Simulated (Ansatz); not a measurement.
Wurtzite BeO, treated with PBE (plane waves, PAW; Ansatz, a first-principles code).

Numerical settings: plane-wave cutoff 520 eV, 18×18×8 k mesh (along the axes of the cell as run), Fermi–Dirac smearing 0.01 eV, scalar-relativistic PAW data made under PBE.

Properties against volume (c/a stays at 1.624):

Shape and atoms are relaxed at each volume.

```json
[
 {"V (Å³/atom)": "6.732", "P (GPa)": "9.22", "direct gap at Γ (eV)": "7.879"},
 {"V (Å³/atom)": "6.872", "P (GPa)": "4.39", "direct gap at Γ (eV)": "7.662"},
 {"V (Å³/atom)": "7.012", "P (GPa)": "0.00", "direct gap at Γ (eV)": "7.454"},
 {"V (Å³/atom)": "7.153", "P (GPa)": "-4.00", "direct gap at Γ (eV)": "7.253"},
 {"V (Å³/atom)": "7.293", "P (GPa)": "-7.63", "direct gap at Γ (eV)": "7.056"}
]
```

A straight line through the gaps at Γ against ln V gives a volume deformation potential dE_g(Γ)/d ln V of -10.3 eV: the gap at Γ widens under compression.

Measured, for comparison: band gap 11.29 eV (zero-point renormalisation of 699 meV (computed, non-adiabatic AHC, without the lattice-expansion part) added back; as tabulated in Miglio et al. (2020), arXiv:2011.12765).
